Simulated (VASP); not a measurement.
A run of VASP 6.6.1:

Contents of INCAR:

```
SYSTEM = MoS2
ALGO = Fast ; EDIFF = 1E-8
ENCUT = 520 ; GGA = PS
ISIF = 2 ; ISMEAR = 0
LASPH = .TRUE. ; LCHARG = .FALSE.
LEFG = .TRUE. ; LREAL = .FALSE.
LWAVE = .FALSE. ; NELM = 60
PREC = Accurate ; SIGMA = 0.02
```

File KPOINTS:

```
k-points
0
G
  7 7 1
  0 0 0
```

POSCAR

```
MoS2
1.0
    3.1837189491      0.0000000000      0.0000000000
   -1.5918594745      2.7571814884      0.0000000000
    0.0000000000      0.0000000000     34.4792384800
Mo S
4 8
Direct
    0.3333333333      0.6666666667      0.0935556300
    0.3333333333      0.6666666667      0.7209030300
    0.6666666667      0.3333333333      0.2790969700
    0.6666666667      0.3333333333      0.9064443700
    0.6666666667      0.3333333333      0.0485463000
    0.6666666667      0.3333333333      0.6759117500
    0.3333333333      0.6666666667      0.2340896600
    0.3333333333      0.6666666667      0.8614313100
    0.6666666667      0.3333333333      0.1385686900
    0.6666666667      0.3333333333      0.7659103400
    0.3333333333      0.6666666667      0.3240882500
    0.3333333333      0.6666666667      0.9514537000
```

Potentials or basis: VASP PAW PBE potentials, release 64 (Mo_sv, S).

Command:

```bash
$ cat potpaw_PBE.64/Mo_sv/POTCAR potpaw_PBE.64/S/POTCAR > POTCAR
$ mpirun -np 1 vasp_std > vasp.out
```

Hardware: 1 thread of Intel(R) Xeon(R) Platinum 8488C (Sapphire Rapids) (shared host).

Problem. How long does it take, and how much memory?

Solution. Wall time 4.7 min on 1 thread of Intel(R) Xeon(R) Platinum 8488C (Sapphire Rapids) (shared host), peak memory 0.43 GiB. Counts: scf iterations 27, k points 8.
